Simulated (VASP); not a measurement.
Input of a VASP 6.6.1 run:

The input INCAR:

```
PREC     = Accurate       # precision mode
ENCUT    = 520            # plane-wave cutoff, eV
EDIFF    = 1E-7           # SCF threshold, eV
ISMEAR   = 0              # smearing method
SIGMA    = 0.02           # smearing width, eV
LREAL    = F              # projectors in reciprocal space
LASPH    = T              # aspherical terms in the spheres
NELM     = 60             # most SCF steps
ALGO     = Normal         # electronic algorithm
ISIF     = 3              # what is computed and relaxed
LWAVE    = F              # write WAVECAR
LCHARG   = F              # write CHGCAR
METAGGA  = R2SCAN         # meta-GGA
LMIXTAU  = T            
IBRION   = 2              # ionic algorithm
NSW      = 80             # ionic steps
EDIFFG   = -0.002         # ionic threshold
```

The input KPOINTS:

```
Automatic mesh
0
Gamma
  12 12 12
```

The input POSCAR:

```
GaN                                     
1.0
    0.0000000000      2.2531340041      2.2531340041
    2.2531340041      0.0000000000      2.2531340041
    2.2531340041      2.2531340041      0.0000000000
  Ga              N             
     1     1
Direct
     0.0000000000000000    0.0000000000000000    0.0000000000000000
     0.7500000000000000    0.7500000000000000    0.7500000000000000
```

Potentials or basis: VASP PAW PBE potentials, release 64 (Ga_d, N).

The run is started by

```bash
$ cat potpaw_PBE.64/Ga_d/POTCAR potpaw_PBE.64/N/POTCAR > POTCAR
$ mpirun -np 1 vasp_std > vasp.out
```

**Question.** What does it give for the band gap on the k mesh?

**Answer.** 2.12 eV, direct.

Final structure:
```
CELL_PARAMETERS angstrom
0.00000 2.25313 2.25313
2.25313 0.00000 2.25313
2.25313 2.25313 0.00000
ATOMIC_POSITIONS crystal
Ga 0.00000 0.00000 0.00000
N 0.75000 0.75000 0.75000
```

Caveat: the relaxation stopped at its first step, so nothing moved; the PAW data sets were made with another functional, which shifts forces and pressure a little. r2SCAN opens gaps a little over a GGA but as a rule still falls short of measured ones.
